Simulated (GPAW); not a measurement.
# Sn (Im-3m) in GPAW: convergence with convergence criteria

Aim: find how far convergence criteria must go before the results for Sn settle, at PBE. This setting moves, with any that are tied to it; all else stays.

Program: GPAW 26.7.0. These are calculated values, not measurements. Logs are shortened: lines on timing, memory, paths and dates and some standing lists are left out, and cuts for length are marked. The log counts tension as positive stress, the text compression.

## 1. The crystal as given

Symmetry: Im-3m, No. 229, cubic system. Conventional cell: a = 3.789 Å, b = 3.789 Å, c = 3.789 Å, α = 90.00°, β = 90.00°, γ = 90.00°. Sn (site symmetry m-3m) has 8 Sn at 3.28 Å as nearest neighbours.

This isn't the form of Sn at room conditions, which is tetragonal (white tin).

## 2. With convergence criteria density=0.001 energy=0.01 eigenstates=0.0001

run.py reads:

```python
from ase.dft.bandgap import bandgap
from ase.io import read, write
from ase.units import GPa
from gpaw import GPAW, PW

atoms = read('POSCAR')

calc = GPAW(mode=PW(600),
            xc='PBE',
            kpts={'size': (10, 10, 10), 'gamma': True},
            occupations={'name': 'fermi-dirac', 'width': 0.05},
            nbands=14,
            convergence={'density': 0.001, 'energy': 0.01, 'eigenstates': 0.0001},
            maxiter=100,
            txt='gpaw.txt')
atoms.calc = calc
energy = atoms.get_potential_energy()
forces = atoms.get_forces()
stress = atoms.get_stress()
calc.write('gs.gpw')
write('result.traj', atoms)
print(f'Energy: {energy:.6f} eV')
print('Forces (eV/A):')
print(forces.round(4))
print('Stress (GPa):', (stress / GPa).round(3))
print('Fermi level:', round(calc.get_fermi_level(), 4), 'eV')
print(f'Gap: {bandgap(calc)[0]:.4f} eV, direct: {bandgap(calc, direct=True)[0]:.4f} eV')
```

POSCAR reads:

```
Sn
1.0
   -1.8946518192      1.8946518192      1.8946518192
    1.8946518192     -1.8946518192      1.8946518192
    1.8946518192      1.8946518192     -1.8946518192
Sn
1
Direct
    0.0000000000      0.0000000000      0.0000000000
```

Potentials or basis: GPAW PAW data sets (gpaw-data 1.2.1), pw.

Command:

```
$ OMP_NUM_THREADS=1 python run.py
```

gpaw.txt:

```text
__  _  _
 | _ |_)|_||  |
 |__||  | ||/\| - 26.7.0

Input parameters:
  mode=PW(ecut=600.0),
  convergence={'density': 0.001, 'energy': 0.01, 'eigenstates': 0.0001},
  kpts=MonkhorstPack(size=(10, 10, 10), gamma=True),
  maxiter=100,
  nbands=14,
  occupations=Occupations(name='fermi-dirac', width=0.05),
  xc=XC(name='PBE')

Diagonalizing LCAO Hamiltonian
Converting LCAO to pw mode

       Sn

Atoms  # Å, Bohr magnetons
|   | symbol |        x |        y |        z |    initial magnetic moments |
|---|--------|----------|----------|----------|-----------------------------|
| 0 |     Sn | 0.000000 | 0.000000 | 0.000000 | ( 0.0000,  0.0000,  0.0000) |

Unit cell  # Å
| periodic |         x |         y |         z |  lengths |     angles |
|----------|-----------|-----------|-----------|----------|------------|
|      yes | -1.894652 |  1.894652 |  1.894652 | 3.281633 | 109.471221 |
|      yes |  1.894652 | -1.894652 |  1.894652 | 3.281633 | 109.471221 |
|      yes |  1.894652 |  1.894652 | -1.894652 | 3.281633 | 109.471221 |

Number of symmetries: 48
Symmetry operations  # r_c * U_cc + t_c -> r_c
|    | kind |            matrix            |
|----|------|------------------------------|
|  0 |  σ   |  1, 1, 1,  0, 0,-1,  0,-1, 0 |
|  1 |  C4  |  1, 1, 1,  0, 0,-1, -1, 0, 0 |
|  2 |  C2  |  1, 1, 1,  0,-1, 0,  0, 0,-1 |
|  3 |  S6  |  1, 1, 1,  0,-1, 0, -1, 0, 0 |
|  4 |  S6  |  1, 1, 1, -1, 0, 0,  0, 0,-1 |
|  5 |  C4  |  1, 1, 1, -1, 0, 0,  0,-1, 0 |
|  6 |  E   |  1, 0, 0,  0, 1, 0,  0, 0, 1 |
|  7 |  σ   |  1, 0, 0,  0, 1, 0, -1,-1,-1 |
|  8 |  σ   |  1, 0, 0,  0, 0, 1,  0, 1, 0 |
|  9 |  C3  |  1, 0, 0,  0, 0, 1, -1,-1,-1 |
| 10 |  C3  |  1, 0, 0, -1,-1,-1,  0, 1, 0 |
| 11 |  σ   |  1, 0, 0, -1,-1,-1,  0, 0, 1 |
| 12 |  σ   |  0, 1, 0,  1, 0, 0,  0, 0, 1 |
| 13 |  C2  |  0, 1, 0,  1, 0, 0, -1,-1,-1 |
| 14 |  C3  |  0, 1, 0,  0, 0, 1,  1, 0, 0 |
| 15 |  S4  |  0, 1, 0,  0, 0, 1, -1,-1,-1 |
| 16 |  S4  |  0, 1, 0, -1,-1,-1,  1, 0, 0 |
| 17 |  C3  |  0, 1, 0, -1,-1,-1,  0, 0, 1 |
| 18 |  C3  |  0, 0, 1,  1, 0, 0,  0, 1, 0 |
| 19 |  S4  |  0, 0, 1,  1, 0, 0, -1,-1,-1 |
| 20 |  σ   |  0, 0, 1,  0, 1, 0,  1, 0, 0 |
| 21 |  C3  |  0, 0, 1,  0, 1, 0, -1,-1,-1 |
| 22 |  C2  |  0, 0, 1, -1,-1,-1,  1, 0, 0 |
| 23 |  S4  |  0, 0, 1, -1,-1,-1,  0, 1, 0 |
| 24 |  C4  |  0, 0,-1,  1, 1, 1,  0,-1, 0 |
| 25 |  σ   |  0, 0,-1,  1, 1, 1, -1, 0, 0 |
| 26 |  S6  |  0, 0,-1,  0,-1, 0,  1, 1, 1 |
| 27 |  C2  |  0, 0,-1,  0,-1, 0, -1, 0, 0 |
| 28 |  C4  |  0, 0,-1, -1, 0, 0,  1, 1, 1 |
| 29 |  S6  |  0, 0,-1, -1, 0, 0,  0,-1, 0 |
| 30 |  S6  |  0,-1, 0,  1, 1, 1,  0, 0,-1 |
| 31 |  C4  |  0,-1, 0,  1, 1, 1, -1, 0, 0 |
| 32 |  C4  |  0,-1, 0,  0, 0,-1,  1, 1, 1 |
| 33 |  S6  |  0,-1, 0,  0, 0,-1, -1, 0, 0 |
| 34 |  σ   |  0,-1, 0, -1, 0, 0,  1, 1, 1 |
| 35 |  C2  |  0,-1, 0, -1, 0, 0,  0, 0,-1 |
| 36 |  C2  | -1, 0, 0,  1, 1, 1,  0, 0,-1 |
| 37 |  S6  | -1, 0, 0,  1, 1, 1,  0,-1, 0 |
| 38 |  S6  | -1, 0, 0,  0, 0,-1,  1, 1, 1 |
| 39 |  C2  | -1, 0, 0,  0, 0,-1,  0,-1, 0 |
| 40 |  C2  | -1, 0, 0,  0,-1, 0,  1, 1, 1 |
| 41 |  i   | -1, 0, 0,  0,-1, 0,  0, 0,-1 |
| 42 |  S4  | -1,-1,-1,  1, 0, 0,  0, 1, 0 |
| 43 |  C3  | -1,-1,-1,  1, 0, 0,  0, 0, 1 |
| 44 |  C3  | -1,-1,-1,  0, 1, 0,  1, 0, 0 |
| 45 |  σ   | -1,-1,-1,  0, 1, 0,  0, 0, 1 |
| 46 |  S4  | -1,-1,-1,  0, 0, 1,  1, 0, 0 |
| 47 |  C2  | -1,-1,-1,  0, 0, 1,  0, 1, 0 |

BZ-sampling:
  Number of BZ points: 1000
  Number of IBZ points: 47

  Monkhorst-Pack size: [10, 10, 10]
  Monkhorst-Pack shift: [0.05, 0.05, 0.05]

K-points  # in reciprocal-cell coordinates
|     |                                coordinates |     weight |
|-----|--------------------------------------------|------------|
|   0 | (  0.00000000,   0.00000000,   0.00000000) | 0.00100000 |
|   1 | (  0.10000000,   0.00000000,   0.00000000) | 0.01200000 |
|   2 | (  0.10000000,   0.10000000,  -0.10000000) | 0.00600000 |
|   3 | (  0.20000000,   0.00000000,  -0.10000000) | 0.02400000 |
|   4 | (  0.20000000,   0.00000000,   0.00000000) | 0.01200000 |
|   5 | (  0.20000000,   0.10000000,  -0.10000000) | 0.02400000 |
|   6 | (  0.20000000,   0.20000000,  -0.20000000) | 0.00600000 |
|   7 | (  0.30000000,  -0.10000000,  -0.10000000) | 0.00800000 |
|   8 | (  0.30000000,   0.00000000,  -0.10000000) | 0.04800000 |
|   9 | (  0.30000000,   0.00000000,   0.00000000) | 0.01200000 |
| ... |                                            |            |
|  46 | (  0.50000000,   0.50000000,   0.50000000) | 0.00100000 |

Plane wave coefficients: 935
Cutoff: 600.0 eV

Spin-components: 1 (collinear spins)
Bands:           14
Projectors:      6
Spin-degeneracy: 2
Datatype:        complex128

Parallelization:
  kpt:    1
  domain: 1
  band:   1

Density:
  Valence electrons: 14.0
  Components: 1
  Grid points: [20 20 20]
  Charge: 0.0  # |e|

Potential:
  Grid points: [20 20 20]

species:
  Sn:
    name:    Tin
    Z:       50.0
    valence: 14
    core:    36
    charge:  0.0  # [|e|]
    compensation charges:
      type: gauss
      rc: 0.38  # [Å]
      lmax: 2
    cutoffs:
      filter: 2.23  # [Å]
      core: 2.35  # [Å]
    projectors
    | kind |    occ | energy [eV] | rcut [Å] |
    |------|--------|-------------|----------|
    |   5s |  2.000 |     -10.538 |    1.201 |
    |   5p |  2.000 |      -3.696 |    1.270 |
    |   4d | 10.000 |     -25.845 |    1.185 |
    |    s |        |      16.674 |    1.201 |
    |    p |        |      23.515 |    1.270 |
    |    d |        |       1.367 |    1.185 |

    Using partial waves for Sn as LCAO basis

Reference energy: -168010.693307  # eV

eigensolver:
  PPCG
  Converge bands: occupied
  niter=2

density mixing:
  MSR1-Mixer
  Pratt-step length: 0.05
  Maximum mixing coefficient: 0.75
  Old densities: 10
  SVD Regularization: 0.005
  Good broyden scale: 1.0
  Trust region scale: 1.0
  Backstep threshold: 4.0
  History deletion threshold: 6.0
  Fourier metric: weight=20.0, sigma=0.015

occupation numbers:
  Fermi-Dirac:
    width: 0.0500  # eV

poisson solver:
  ecut: 4800.0  # eV

xc functional:
  name: PBE with 2 nearest neighbor stencil

convergence criteria:
- Maximum integral of absolute [dens]ity change: 0.001 electrons / valence electron
- Maximum [total energy] change in last 3 cyles: 0.01 eV / valence electron
- Maximum integral of absolute [eigenst]ate change: 0.0001 eV^2 / valence electron
maximum number of iterations: 100

SCF iterations
|iter     | |      energy | eigst |  dens |
|---------|-|-------------|-------|-------|
|iter:   1| |   -3.977062 | -0.15 |       |
|iter:   2| |   -3.976353 | -2.70 | -1.75 |
|iter:   3| |   -3.965999c| -2.79 | -1.78 |
|iter:   4| |   -3.966322c| -3.76 | -2.33 |
|iter:   5| |   -3.966424c| -4.28c| -2.94 |
|iter:   6| |   -3.966431c| -4.79c| -3.78c|

Converged in 6 steps
Energy contributions relative to reference atoms: (reference = -168010.693307)

Energy contributions:
  Kinetic:           4.383632
  Coulomb:          -4.263250
  Zero:              0.006437
  External:          0.000000
  Xc:               -4.089621
  Entropy:          -0.007258
  Spinorbit:         0.000000
  ----------------------------
  Free energy:      -3.970060
  Extrapolated:     -3.966431

dipole moment: (-6.413938, -6.413938, -6.413938)  # |e|*Ang

Fermi level: 7.189
Eigenvalues  # (at kpt = [0.000, 0.000, 0.000])
| band index |      eig [eV] | occ [0-2] |
|------------|---------------|-----------|
|          0 |       -14.335 |     2.000 |
|          1 |       -14.335 |     2.000 |
|          2 |       -14.335 |     2.000 |
|          3 |       -14.197 |     2.000 |
|          4 |       -14.197 |     2.000 |
|          5 |        -3.844 |     2.000 |
|          6 |        15.167 |     0.000 |
|          7 |        15.167 |     0.000 |
|          8 |        15.167 |     0.000 |
|          9 |        19.439 |     0.000 |
|         10 |        19.440 |     0.000 |
|         11 |        19.904 |     0.000 |
|         12 |        19.908 |     0.000 |
|         13 |        19.908 |     0.000 |

No gap
No difference between direct/indirect transitions

Forces  # eV/Ang
|        x |        y |       z |
|----------|----------|---------|
| -0.00000 | -0.00000 | 0.00000 |  # Sn   0

Stress tensor  # eV/Ang^3
|         x |         y |         z |
|-----------|-----------|-----------|
| -0.002356 | -0.000000 |  0.000000 |
| -0.000000 | -0.002356 | -0.000000 |
|  0.000000 | -0.000000 | -0.002356 |

# Writing to gs.gpw (mode='')
```

It took 5.9 s on 1 thread of Arm Neoverse V2, shared host; peak memory 0.14 GiB.

Results:

```
Free energy            : -3.9701 eV
Pressure               : 0.4 GPa
Band gap on the k mesh : none (metal or under the smearing width)
```

## 3. With convergence criteria default

Edit run.py of step 2 so:

```diff
@@ -12,3 +12,2 @@
             nbands=14,
-            convergence={'density': 0.001, 'energy': 0.01, 'eigenstates': 0.0001},
             maxiter=100,
```

POSCAR is that of step 2.

Potentials or basis: GPAW PAW data sets (gpaw-data 1.2.1), pw.

Command:

```
$ OMP_NUM_THREADS=1 python run.py
```

Run time: 7.5 s. Hardware: 1 thread of Arm Neoverse V2, shared host; peak memory 0.14 GiB.

It converged, with:

```
Free energy            : -3.9701 eV
Pressure               : 0.4 GPa
Band gap on the k mesh : none (metal or under the smearing width)
```

## 4. With convergence criteria density=1e-05 energy=1e-05

Edit run.py of step 3 so:

```diff
@@ -12,2 +12,3 @@
             nbands=14,
+            convergence={'density': 1e-05, 'energy': 1e-05},
             maxiter=100,
```

POSCAR is that of step 3.

Command:

```
$ OMP_NUM_THREADS=1 python run.py
```

Run time: 8 s. Hardware: 1 thread of Arm Neoverse V2, shared host; peak memory 0.14 GiB.

It converged, with:

| Quantity | Value |
| --- | --- |
| Free energy | -3.9701 eV |
| Pressure | 0.4 GPa |
| Band gap on the k mesh | none (metal or under the smearing width) |

## 5. With convergence criteria density=1e-05 forces=0.0001

Edit run.py of step 4 so:

```diff
@@ -12,3 +12,3 @@
             nbands=14,
-            convergence={'density': 1e-05, 'energy': 1e-05},
+            convergence={'density': 1e-05, 'forces': 0.0001},
             maxiter=100,
```

POSCAR is that of step 4.

Command:

```
$ OMP_NUM_THREADS=1 python run.py
```

It took 8.5 s on 1 thread of Arm Neoverse V2, shared host; peak memory 0.14 GiB.

Results (log left out):

```
Free energy            : -3.9701 eV
Pressure               : 0.4 GPa
Band gap on the k mesh : none (metal or under the smearing width)
```

## 6. With convergence criteria density=1e-06 energy=1e-06 eigenstates=1e-10

Edit run.py of step 5 so:

```diff
@@ -12,3 +12,3 @@
             nbands=14,
-            convergence={'density': 1e-05, 'forces': 0.0001},
+            convergence={'density': 1e-06, 'energy': 1e-06, 'eigenstates': 1e-10},
             maxiter=100,
```

POSCAR is that of step 5.

Potentials or basis: GPAW PAW data sets (gpaw-data 1.2.1), pw.

Command:

```
$ OMP_NUM_THREADS=1 python run.py
```

It took 9 s on 1 thread of Arm Neoverse V2, shared host; peak memory 0.14 GiB.

The run converged. Its results:

```
Free energy            : -3.9701 eV
Pressure               : 0.4 GPa
Band gap on the k mesh : none (metal or under the smearing width)
```

## 7. The series at a glance

```tsv
convergence criteria	energy less the tightest run, at zero smearing (meV/atom)	SCF cycles	CPU time (s)	peak memory (GiB)
density=0.001 energy=0.01 eigenstates=0.0001	0.00	6	5.9	0.14
default	0.00	7	7.5	0.14
density=1e-05 energy=1e-05	0.00	8	8	0.14
density=1e-05 forces=0.0001	0.00	9	8.5	0.14
density=1e-06 energy=1e-06 eigenstates=1e-10	0.00	9	9	0.14
```

Against the tightest run, the energy stays within 1 meV/atom from density=0.001 energy=0.01 eigenstates=0.0001 on. The tightest run that finished is the yardstick and may itself not be fully converged.
